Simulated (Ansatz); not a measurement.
Input of an Ansatz 0.2.0 run:

input.yaml

```yaml
crystal:
  lattice:
    - [4.613777, 0.0, 0.0]
    - [0.0, 9.563279, 0.0]
    - [0.0, 0.0, 3.119862]
  atoms:
    - { symbol: Al, position: [0.982975, 0.824573, 0.0] }
    - { symbol: Al, position: [0.017025, 0.175427, 0.0] }
    - { symbol: Al, position: [0.482975, 0.675427, 0.5] }
    - { symbol: Al, position: [0.517025, 0.324573, 0.5] }
    - { symbol: O, position: [0.5, 0.5, 0.5] }
    - { symbol: O, position: [0.123635, 0.75305, 0.5] }
    - { symbol: O, position: [0.376365, 0.25305, 0.0] }
    - { symbol: O, position: [0.623635, 0.74695, 0.0] }
    - { symbol: O, position: [0.0, 0.0, 0.0] }
    - { symbol: O, position: [0.876365, 0.24695, 0.5] }
hamiltonian:
  xc: pbe
  pseudopotentials: { kind: paw, level: accurate }
kpoints:
  mp_grid: { grid: [6, 3, 9] }
scf:
  occupations: { method: fermi_dirac, width: 0.05 }
output:
  forces: true
  stress: true
  eigenvalues: true
  write_density: true
  write_potential: true
  elf: true
  volumetric_format: npy
```

Potentials or basis: Ansatz PAW earlier set.

Run with:

```bash
$ ansatz run input.yaml --threads 4 --pin off --max-ram 11264MiB --backend cpu --events-out ev --progress --plain --runs-dir out
```

Question: Predict the pressure.

Answer: 0.0 GPa.

Question: Estimate the largest force.

Answer: 0.189 eV/Å.

Forces in eV/Å, atoms in the order of the input:
```
Al  -0.047 -0.043  0.000
Al   0.047  0.043  0.000
Al  -0.047  0.043  0.000
Al   0.047 -0.043  0.000
O    0.000  0.000  0.000
O    0.153 -0.111  0.000
O   -0.153 -0.111  0.000
O    0.153  0.111  0.000
O    0.000  0.000  0.000
O   -0.153  0.111  0.000
```

Caveat: odd divisions of the mesh miss points on the zone boundary, where band edges often lie, so the gap on the mesh can be too wide.
